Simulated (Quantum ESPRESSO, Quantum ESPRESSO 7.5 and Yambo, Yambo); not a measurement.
**Quasiparticle gap of GaAs (F-43m) in Yambo**

How does a plane-wave GW calculation on GaAs (F-43m) run from the first input to the gap?

Calculated with Quantum ESPRESSO 7.5 and Yambo 5.3.0; PBE and many-body steps on it, plane waves.

**What was measured.**

- Gap 1.51 eV: band-edge emission energy from PL (direct gap at Gamma); photoluminescence, 633 nm excitation; 77 K; bulk crystal (MBE GaAs matrix around a thin InAs wetting layer on semi-insulating GaAs (100)) (“Photoluminescence of InAs/GaAs quantum dots under direct two-photon excitation”, 2020, pmc:7331710).

- Gap 1.412 ± 0.01 eV: direct gap E0 at Gamma from ellipsometry; variable-angle spectroscopic ellipsometry, parametric critical-point fit; 300 K; bulk crystal (semi-insulating GaAs(001) reference substrate with native oxide) (“Evidence of valence band perturbations in GaAsN/GaAs(001): A combined variable-angle spectroscopic ellipsometry and modulated photoreflectance investigation”, 2008, arxiv:0805.2212).

- Gap 1.418 ± 0.005 eV: direct gap E0 at Gamma from PR; modulated photoreflectance, low-field lineshape fit; 300 K; bulk crystal (semi-insulating GaAs(001) reference substrate) (“Evidence of valence band perturbations in GaAsN/GaAs(001): A combined variable-angle spectroscopic ellipsometry and modulated photoreflectance investigation”, 2008, arxiv:0805.2212).

- Gap 1.42 eV: fundamental direct gap E0 at Gamma, seen as sharp points in Psi and Delta; spectroscopic ellipsometry; 300 K; bulk crystal (semi-insulating GaAs (100) substrate) (“Ellipsometric study of the Electronic Structure of GaMnAs and LT-GaAs”, 2004, arxiv:cond-mat/0404304).

### Step 1. Starting point

Symmetry: F-43m, No. 216, cubic system. Conventional cell: a = 5.654 Å, b = 5.654 Å, c = 5.654 Å, α = 90.00°, β = 90.00°, γ = 90.00°. Nearest to Ga lie 4 As at 2.45 Å. As has 4 Ga at 2.45 Å nearest. Farther neighbours are not listed.

The cell and positions come from the Crystallography Open Database and are kept as given unless a step says otherwise.

### Step 2. Ground state

This step: Quantum ESPRESSO 7.5; DFT, PBE, plane waves, norm-conserving pseudopotentials.

The ground-state density comes first.

File pw.in:

```
&control
  calculation = 'scf'
  prefix = 'x'
  outdir = 'o'
  pseudo_dir = 'pseudo'
/
&system
  ibrav = 0
  nat = 2
  ntyp = 2
  ecutwfc = 76.0
  nbnd = 19
  force_symmorphic = .true.
/
&electrons
  conv_thr = 1e-10
  electron_maxstep = 80
  mixing_beta = 0.5
/
ATOMIC_SPECIES
  Ga 69.723 Ga.upf
  As 74.922 As.upf
CELL_PARAMETERS angstrom
  0.0000000000 2.8268500000 2.8268500000
  2.8268500000 0.0000000000 2.8268500000
  2.8268500000 2.8268500000 0.0000000000
ATOMIC_POSITIONS crystal
  Ga 0.0000000000 0.0000000000 0.0000000000
  As 0.2500000000 0.2500000000 0.2500000000
K_POINTS automatic
  6 6 6 0 0 0
```

Command:

```bash
OMP_NUM_THREADS=1 mpirun -n 4 pw.x -nk 4 -in pw.in > pw.out
```

Log:

```text
Program PWSCF v.7.5 starts

     This program is part of the open-source Quantum ESPRESSO suite
     for quantum simulation of materials; please cite
         "P. Giannozzi et al., J. Phys.:Condens. Matter 21 395502 (2009);
         "P. Giannozzi et al., J. Phys.:Condens. Matter 29 465901 (2017);
         "P. Giannozzi et al., J. Chem. Phys. 152 154105 (2020);
     in publications or presentations arising from this work. More details at
     Message from routine setup:
     using ibrav=0 with symmetry is DISCOURAGED, use correct ibrav instead

     G-vector sticks info

     bravais-lattice index     =            0
     lattice parameter (alat)  =       7.5547  a.u.
     unit-cell volume          =     304.8842 (a.u.)^3
     number of atoms/cell      =            2
     number of atomic types    =            2
     number of electrons       =        28.00
     number of Kohn-Sham states=           19
     kinetic-energy cutoff     =      76.0000  Ry
     charge density cutoff     =     304.0000  Ry
     scf convergence threshold =      1.0E-10
     mixing beta               =       0.5000
     number of iterations used =            8  plain     mixing
     Exchange-correlation= PBE
                           (   1   4   3   4   0   0   0)

     celldm(1)=   7.554690  celldm(2)=   0.000000  celldm(3)=   0.000000
     celldm(4)=   0.000000  celldm(5)=   0.000000  celldm(6)=   0.000000

     crystal axes: (cart. coord. in units of alat)
               a(1) = (   0.000000   0.707107   0.707107 )
               a(2) = (   0.707107   0.000000   0.707107 )
               a(3) = (   0.707107   0.707107   0.000000 )

     reciprocal axes: (cart. coord. in units 2 pi/alat)
               b(1) = ( -0.707107  0.707107  0.707107 )
               b(2) = (  0.707107 -0.707107  0.707107 )
               b(3) = (  0.707107  0.707107 -0.707107 )
     Pseudo is Norm-conserving + core correction, Zval = 13.0
     Generated using ONCVPSP code by D. R. Hamann
     Using radial grid of 1902 points,  6 beta functions with:
     Pseudo is Norm-conserving + core correction, Zval = 15.0
     Generated using ONCVPSP code by D. R. Hamann
     Using radial grid of 1358 points,  6 beta functions with:
     Ga               13.00    69.72300     Ga( 1.00)
     As               15.00    74.92200     As( 1.00)

     24 Sym. Ops. (no inversion) found

   Cartesian axes

     site n.     atom                  positions (alat units)
         1        Ga     tau(   1) = (   0.0000000   0.0000000   0.0000000  )
         2        As     tau(   2) = (   0.3535534   0.3535534   0.3535534  )

     number of k points=    16
                       cart. coord. in units 2pi/alat
        k(    1) = (   0.0000000   0.0000000   0.0000000), wk =   0.0092593
        k(    2) = (   0.1178511   0.1178511  -0.1178511), wk =   0.0740741
        k(    3) = (   0.2357023   0.2357023  -0.2357023), wk =   0.0740741
        k(    4) = (  -0.3535534  -0.3535534   0.3535534), wk =   0.0370370
        k(    5) = (   0.2357023   0.0000000  -0.0000000), wk =   0.0555556
        k(    6) = (   0.3535534   0.1178511  -0.1178511), wk =   0.2222222
        k(    7) = (  -0.2357023  -0.4714045   0.4714045), wk =   0.2222222
        k(    8) = (  -0.1178511  -0.3535534   0.3535534), wk =   0.2222222
        k(    9) = (   0.0000000  -0.2357023   0.2357023), wk =   0.1111111
        k(   10) = (   0.4714045   0.0000000  -0.0000000), wk =   0.0555556
     [... 4 further rows ...]
        k(   15) = (  -0.1178511  -0.3535534   0.5892557), wk =   0.2222222
        k(   16) = (  -0.7071068   0.2357023   0.0000000), wk =   0.1111111

     Dense  grid:    27317 G-vectors     FFT dimensions: (  45,  45,  45)

     Initial potential from superposition of free atoms

     starting charge      27.9971, renormalised to      28.0000
     Starting wfcs are   18 randomized atomic wfcs +    1 random wfcs

     per-process dynamical memory:    26.3 Mb

     Self-consistent Calculation

     iteration #  1     ecut=    76.00 Ry     beta= 0.50

     Threshold (ethr) on eigenvalues was too large:
     Diagonalizing with lowered threshold

     total energy              =    -365.12033810 Ry
     estimated scf accuracy    <       0.04920319 Ry

     iteration #  2     ecut=    76.00 Ry     beta= 0.50

     total energy              =    -365.12633094 Ry
     estimated scf accuracy    <       0.00570716 Ry

     iteration #  3     ecut=    76.00 Ry     beta= 0.50

     total energy              =    -365.12658541 Ry
     estimated scf accuracy    <       0.00093469 Ry

     iteration #  4     ecut=    76.00 Ry     beta= 0.50

     total energy              =    -365.12663297 Ry
     estimated scf accuracy    <       0.00001895 Ry

     iteration #  5     ecut=    76.00 Ry     beta= 0.50

     total energy              =    -365.12663683 Ry
     estimated scf accuracy    <       0.00000133 Ry

     iteration #  6     ecut=    76.00 Ry     beta= 0.50

     total energy              =    -365.12663707 Ry
     estimated scf accuracy    <       0.00000011 Ry

     iteration #  7     ecut=    76.00 Ry     beta= 0.50

     total energy              =    -365.12663711 Ry
     estimated scf accuracy    <          8.3E-09 Ry

     iteration #  8     ecut=    76.00 Ry     beta= 0.50

     total energy              =    -365.12663711 Ry
     estimated scf accuracy    <          1.9E-09 Ry

     iteration #  9     ecut=    76.00 Ry     beta= 0.50

     total energy              =    -365.12663711 Ry
     estimated scf accuracy    <          4.0E-10 Ry

     iteration # 10     ecut=    76.00 Ry     beta= 0.50

     End of self-consistent calculation

          k = 0.0000 0.0000 0.0000 (  3479 PWs)   bands (ev):

   -26.4007 -26.4007 -26.4007 -26.3913 -26.3913  -6.0157  -6.0157  -6.0157
    -5.9387  -5.9387  -3.9193   8.8080   8.8080   8.8080   9.3217  12.5467
    12.5467  12.5467  16.4118

          k = 0.1179 0.1179-0.1179 (  3425 PWs)   bands (ev):

   -26.4006 -26.4001 -26.4001 -26.3908 -26.3908  -6.0381  -6.0097  -6.0097
    -5.9387  -5.9387  -3.5994   6.0965   8.4280   8.4280  10.4417  13.0939
    13.0939  13.4945  17.8802

          k = 0.2357 0.2357-0.2357 (  3428 PWs)   bands (ev):

   -26.4004 -26.3999 -26.3999 -26.3908 -26.3908  -6.0772  -6.0000  -6.0000
    -5.9370  -5.9370  -2.7734   3.4316   7.8825   7.8825  10.0255  13.5124
    13.5124  16.0615  17.5874

          k =-0.3536-0.3536 0.3536 (  3426 PWs)   bands (ev):

     [... further k-points ...]

     highest occupied, lowest unoccupied level (ev):     8.8080    9.3217

!    total energy              =    -365.12663711 Ry
     estimated scf accuracy    <          1.4E-11 Ry

     The total energy is the sum of the following terms:
     one-electron contribution =    -192.06416925 Ry
     hartree contribution      =     114.73274341 Ry
     xc contribution           =     -89.44237749 Ry
     ewald contribution        =    -198.35283378 Ry

     convergence has been achieved in  10 iterations

     XML data file, charge density, pseudopotentials, collected wavefunctions

=------------------------------------------------------------------------------=
   JOB DONE.
=------------------------------------------------------------------------------=
```

The job ended after 6.7 s (4 MPI ranks of Arm Neoverse V1, shared host; peak memory 0.26 GiB).

This step gave:

* total energy: -4967.8010 eV
* gap: 0.5137 eV
* k of the valence top: 0, 0, 0
* k of the conduction bottom: 0, 0, 0
* least direct gap: 0.5137 eV

The gap is direct, at Γ.

### Step 3. Bands along the symmetry lines

Levels along a band path, at the cheap level, show where the edges lie and whether the meshes to come will hold them.

File pw.in:

```
&control
  calculation = 'bands'
  prefix = 'x'
  outdir = 'o'
  pseudo_dir = 'pseudo'
/
&system
  ibrav = 0
  nat = 2
  ntyp = 2
  ecutwfc = 76.0
  nbnd = 20
  force_symmorphic = .true.
/
&electrons
  conv_thr = 1e-9
  electron_maxstep = 80
  diago_full_acc = .true.
  diago_thr_init = 5e-6
/
ATOMIC_SPECIES
  Ga 69.723 Ga.upf
  As 74.922 As.upf
CELL_PARAMETERS angstrom
  0.0000000000 2.8268500000 2.8268500000
  2.8268500000 0.0000000000 2.8268500000
  2.8268500000 2.8268500000 0.0000000000
ATOMIC_POSITIONS crystal
  Ga 0.0000000000 0.0000000000 0.0000000000
  As 0.2500000000 0.2500000000 0.2500000000
K_POINTS crystal
  50
  0.00000000 0.00000000 0.00000000 1
  -0.06250000 -0.06250000 0.00000000 1
  -0.12500000 -0.12500000 0.00000000 1
  -0.18750000 -0.18750000 0.00000000 1
  -0.25000000 -0.25000000 0.00000000 1
  -0.31250000 -0.31250000 0.00000000 1
  -0.37500000 -0.37500000 0.00000000 1
  -0.43750000 -0.43750000 0.00000000 1
  -0.50000000 -0.50000000 0.00000000 1
  -0.48437500 -0.48437500 0.03125000 1
  -0.46875000 -0.46875000 0.06250000 1
  -0.45312500 -0.45312500 0.09375000 1
  -0.43750000 -0.43750000 0.12500000 1
  -0.42187500 -0.42187500 0.15625000 1
  -0.40625000 -0.40625000 0.18750000 1
  -0.39062500 -0.39062500 0.21875000 1
  -0.37500000 -0.37500000 0.25000000 1
  -0.37500000 0.00000000 0.37500000 1
  -0.32812500 0.00000000 0.32812500 1
  -0.28125000 0.00000000 0.28125000 1
  -0.23437500 0.00000000 0.23437500 1
  -0.18750000 0.00000000 0.18750000 1
  -0.14062500 0.00000000 0.14062500 1
  -0.09375000 0.00000000 0.09375000 1
  -0.04687500 0.00000000 0.04687500 1
  0.00000000 0.00000000 0.00000000 1
  0.00000000 0.00000000 0.06250000 1
  0.00000000 0.00000000 0.12500000 1
  0.00000000 0.00000000 0.18750000 1
  0.00000000 0.00000000 0.25000000 1
  0.00000000 0.00000000 0.31250000 1
  0.00000000 0.00000000 0.37500000 1
  0.00000000 0.00000000 0.43750000 1
  -0.00000000 -0.00000000 0.50000000 1
  -0.06250000 -0.03125000 0.46875000 1
  -0.12500000 -0.06250000 0.43750000 1
  -0.18750000 -0.09375000 0.40625000 1
  -0.25000000 -0.12500000 0.37500000 1
  -0.31250000 -0.15625000 0.34375000 1
  -0.37500000 -0.18750000 0.31250000 1
  -0.43750000 -0.21875000 0.28125000 1
  -0.50000000 -0.25000000 0.25000000 1
  -0.50000000 -0.28125000 0.21875000 1
  -0.50000000 -0.31250000 0.18750000 1
  -0.50000000 -0.34375000 0.15625000 1
  -0.50000000 -0.37500000 0.12500000 1
  -0.50000000 -0.40625000 0.09375000 1
  -0.50000000 -0.43750000 0.06250000 1
  -0.50000000 -0.46875000 0.03125000 1
  -0.50000000 -0.50000000 0.00000000 1
```

Log:

```text
[banner, memory and clock lines left out]
Program PWSCF v.7.5 starts

     Atomic positions and unit cell read from directory:
     o/x.save/

     Message from routine setup:
     using ibrav=0 with symmetry is DISCOURAGED, use correct ibrav instead

     G-vector sticks info

     bravais-lattice index     =            0
     lattice parameter (alat)  =       7.5547  a.u.
     unit-cell volume          =     304.8842 (a.u.)^3
     number of atoms/cell      =            2
     number of atomic types    =            2
     number of electrons       =        28.00
     number of Kohn-Sham states=           20
     kinetic-energy cutoff     =      76.0000  Ry
     charge density cutoff     =     304.0000  Ry
     Exchange-correlation= PBE
                           (   1   4   3   4   0   0   0)

     celldm(1)=   7.554690  celldm(2)=   0.000000  celldm(3)=   0.000000
     celldm(4)=   0.000000  celldm(5)=   0.000000  celldm(6)=   0.000000

     crystal axes: (cart. coord. in units of alat)
               a(1) = (   0.000000   0.707107   0.707107 )
               a(2) = (   0.707107   0.000000   0.707107 )
               a(3) = (   0.707107   0.707107   0.000000 )

     reciprocal axes: (cart. coord. in units 2 pi/alat)
               b(1) = ( -0.707107  0.707107  0.707107 )
               b(2) = (  0.707107 -0.707107  0.707107 )
               b(3) = (  0.707107  0.707107 -0.707107 )
     Pseudo is Norm-conserving + core correction, Zval = 13.0
     Generated using ONCVPSP code by D. R. Hamann
     Using radial grid of 1902 points,  6 beta functions with:
     Pseudo is Norm-conserving + core correction, Zval = 15.0
     Generated using ONCVPSP code by D. R. Hamann
     Using radial grid of 1358 points,  6 beta functions with:
     Ga               13.00    69.72300     Ga( 1.00)
     As               15.00    74.92200     As( 1.00)

     24 Sym. Ops. (no inversion) found

   Cartesian axes

     site n.     atom                  positions (alat units)
         1        Ga     tau(   1) = (   0.0000000   0.0000000   0.0000000  )
         2        As     tau(   2) = (   0.3535534   0.3535534   0.3535534  )

     number of k points=    50
                       cart. coord. in units 2pi/alat
        k(    1) = (   0.0000000   0.0000000   0.0000000), wk =   0.0400000
        k(    2) = (   0.0000000   0.0000000  -0.0883883), wk =   0.0400000
        k(    3) = (   0.0000000   0.0000000  -0.1767767), wk =   0.0400000
[...]
[... 38 further rows ...]
        k(   49) = (   0.0441942  -0.0000000  -0.7071068), wk =   0.0400000
        k(   50) = (   0.0000000   0.0000000  -0.7071068), wk =   0.0400000

     Dense  grid:    27317 G-vectors     FFT dimensions: (  45,  45,  45)

     The potential is recalculated from file :
     o/x.save/charge-density

     Starting wfcs are   18 randomized atomic wfcs +    2 random wfcs

     Band Structure Calculation

     End of band structure calculation

          k = 0.0000 0.0000 0.0000 (  3479 PWs)   bands (ev):

   -26.4007 -26.4007 -26.4007 -26.3913 -26.3913  -6.0158  -6.0158  -6.0158
    -5.9387  -5.9387  -3.9193   8.8080   8.8080   8.8080   9.3217  12.5467
    12.5467  12.5467  16.4118  18.9704

          k = 0.0000 0.0000-0.0884 (  3439 PWs)   bands (ev):

   -26.4005 -26.4003 -26.4003 -26.3911 -26.3910  -6.0215  -6.0139  -6.0139
[...]
12.8203  12.8203  16.7669  18.0926

          k = 0.0000 0.0000-0.1768 (  3431 PWs)   bands (ev):

[...]
13.5070  13.5070  16.8567  17.7161

          k =-0.0000 0.0000-0.2652 (  3431 PWs)   bands (ev):

[...]
k = 0.0000 0.0000-0.3536 (  3399 PWs)   bands (ev):

[...]
k = 0.0000-0.0000-0.4419 (  3431 PWs)   bands (ev):

[...]
k =-0.0000 0.0000-0.5303 (  3407 PWs)   bands (ev):

[...]
k = 0.0000-0.0000-0.6187 (  3406 PWs)   bands (ev):

[...]
k = 0.5303-0.0000-0.5303 (  3414 PWs)   bands (ev):

[...]
k = 0.0000 0.0000 0.0000 (  3479 PWs)   bands (ev):

[...]
k = 0.1326 0.0000-0.7071 (  3386 PWs)   bands (ev):

[...]
k = 0.0884-0.0000-0.7071 (  3386 PWs)   bands (ev):

[...]
k = 0.0442-0.0000-0.7071 (  3384 PWs)   bands (ev):

[...]
18.8132  18.8300  19.7860  21.6940

          k = 0.0000 0.0000-0.7071 (  3378 PWs)   bands (ev):

   -26.4015 -26.3983 -26.3983 -26.3912 -26.3897  -6.1266  -5.9663  -5.9663
    -5.9643  -5.9262  -1.4201   1.9932   6.1323   6.1323  10.2765  10.4697
    18.9814  18.9814  19.7877  22.1254

     XML data file, pseudopotentials, collected wavefunctions
```

It took 6.1 s on 4 MPI ranks; peak memory 0.22 GiB.

Numbers from this step:

```yaml
gap: 0.5137 eV
k_of_the_valence_top: 0, 0, 0
k_of_the_conduction_bottom: 0, 0, 0
least_direct_gap: 0.5137 eV
```

The gap is 0.514 eV, as in the run before at this level.

The electronic bands at the labelled points (eV, zero at the top of the highest filled band):

```
    point  band 11  band 12  band 13  band 14  band 15  band 16  band 17  band 18
        Γ   -12.73     0.00     0.00     0.00     0.51     3.74     3.74     3.74
  halfway   -11.80    -4.09    -1.69    -1.69     1.99     3.27     6.62     6.62
        X   -10.23    -6.81    -2.68    -2.68     1.47     1.66    10.17    10.17
  halfway   -10.22    -6.77    -3.20    -2.57     1.66     2.57     9.21     9.42
        U   -10.26    -6.63    -3.86    -2.26     1.97     4.64     7.96     8.07
jump to K   -10.26    -6.63    -3.86    -2.26     1.97     4.64     7.96     8.07
  halfway   -11.72    -4.56    -2.44    -0.68     2.69     4.77     4.81     5.65
        Γ   -12.73     0.00     0.00     0.00     0.51     3.74     3.74     3.74
  halfway   -12.04    -4.14    -0.68    -0.68     1.45     4.60     4.60     5.96
        L   -10.97    -6.64    -1.14    -1.14     1.00     4.64     4.64     7.77
  halfway   -10.62    -6.48    -3.22    -1.94     3.03     4.17     6.35     7.69
        W   -10.17    -6.63    -3.53    -3.34     4.62     4.72     5.42     6.05
  halfway   -10.20    -6.73    -3.14    -3.04     2.56     2.76     8.15     8.36
        X   -10.23    -6.81    -2.68    -2.68     1.47     1.66    10.17    10.17
```

The electronic bands as a text plot (rows in eV, shown from -8.0 to 6.5 only):

```
    6.2 |                  +++              +         ++ +++
    5.6 |    +              +++++++                  +  ++++
    5.0 |                       +  ++      +      +++    ++
    4.4 |  ++             +      ++      +++++++++++++++++++
    3.8 |++              +         ++++++++             +   +
    3.2 |  +++++        +                             ++
    2.6 |  +++  +++    +    +++++++                  +       ++
    2.0 |     ++   ++ + ++++       ++               +         +++
    1.4 | +     ++++++++             +  ++++++++  ++            +
    0.8 |+                            ++        ++
    0.2 |*                           ****
   -0.4 | ***                   ******   ****
   -1.0 | *  *                **   ***  *    *******
   -1.7 |     **           ***   **               *****
   -2.3 |  **   ***     ***     *  **    **         *  *
   -2.9 |    *     *****      **           *         *  **   ****
   -3.5 |              ***  **   **                   *******
   -4.1 |     **          **                *
   -4.7 |                       *
   -5.3 |       **            **             **
   -5.9 |         *         **                 *
   -6.5 |          **  *****                    ****************
   -7.1 |            **                                         *
   -7.7 |
         Γ           X  U|K            Γ         L        W     X
```

(Part 1 of 3 ends here.)

[Paths, hosts, dates, memory and timing lines, banners, echoed tables and standing remarks are left out of the program output.]

[Logs are printed without paths, hosts, clocks, repeated set-up lines and the standing remarks that a program may print on its own settings, such as how far it seeks lower states.]

[Runs of the session that timed out or met a known fault of the program may be left out.]

[Hosts, paths, dates, database ids (printed as entryN), source tags and the programs' standing remarks are cut or masked in the printed files.]
